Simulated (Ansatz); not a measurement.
Theory: DFT PBE, scalar-relativistic, plane waves, PAW (Ansatz). Cutoff 420 eV, Γ-centred 6×6×8 mesh (8-atom cell), Gaussian smearing of 0.02 eV, no spin polarisation.

Formation energies are uncorrected and count from the elements' standard states at the same level.

Question: Suggest a trial structure for a tetragonal semiconductor that holds In and 1 more element, with a gap near 0.6 eV, a formation energy near −0.19 eV/atom and about 28 Å³ per atom, in a cell of 8 atoms.

Answer: InP, space group P4_2/mnm (No. 136). In is surrounded by 4 P at 2.56–2.61 Å; around P lie 4 In at 2.56–2.61 Å.

```xyz
8
Lattice="7.2773 0.0000 0.0000 0.0000 7.2773 0.0000 0.0000 0.0000 4.2154" Properties=species:S:1:pos:R:3 pbc="T T T"
In    4.9348    4.9348    0.0000
In    5.9812    1.2962    2.1077
In    2.3425    2.3425    0.0000
In    1.2962    5.9812    2.1077
P     5.9636    5.9636    2.1077
P     4.9524    2.3250    0.0000
P     1.3137    1.3137    2.1077
P     2.3250    4.9524    0.0000
```

The volume per atom is 27.91 Å³ and the density is 4.34 g/cm³. The energy over the elements is −0.186 eV/atom. The gap on the 6×6×8 mesh of the 8-atom cell is 0.57 eV.

It was reached by relaxing an invented guess, and it needn't be the stable form of this composition. The answer needn't be unique; the calculation gave this one.

Kohn–Sham gaps at this level usually fall short of measured ones. The reference form of P is held partly by dispersion forces, which this level lacks. Symmetry constrained the relaxation, so the result can be a saddle point.
